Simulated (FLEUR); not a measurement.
## MoS2 in FLEUR: convergence with minDistance

The system is MoS2.

```
CELL_PARAMETERS angstrom
3.22746 0.00000 0.00000
-1.61373 2.79507 0.00000
0.00000 0.00000 6.31247
ATOMIC_POSITIONS crystal
Mo 0.00000 0.00000 0.50000
S 0.66667 0.33333 0.74468
S 0.33333 0.66667 0.25532
```

Measurements of this composition are mostly on another form, of space group No. 194.

```yaml
Program: FLEUR MaX-R8.1 (later development tree)
Task: convergence study
Functional: PBEsol
Potentials_or_basis: all-electron
Basis: FLAPW
Kmax: 5.44 1/bohr
k_mesh: 7 × 7 × 3
Occupations: fermi-dirac, width 0.05 eV
Spin: no spin polarisation
```

These are the settings of the first run; the series varies minDistance, with any setting tied to it.

Hardware: 1 thread of Arm Neoverse V2 (shared host).

```tsv
minDistance	energy less the tightest run, at zero smearing (meV/atom)	SCF cycles	CPU time (s)	peak memory (GiB)
1e-06	0.00	24	300	0.11
1e-05	0.00	21	260	0.11
0.0001	0.00	19	230	0.11
0.001	0.00	15	180	0.11
0.01	0.00	15	180	0.11
0.03	0.00	15	180	0.11
0.1	0.00	15	180	0.11
```

Against the tightest run, the energy stays within 1 meV/atom from 1e-06 on. The tightest run that finished is the yardstick and may itself not be fully converged.
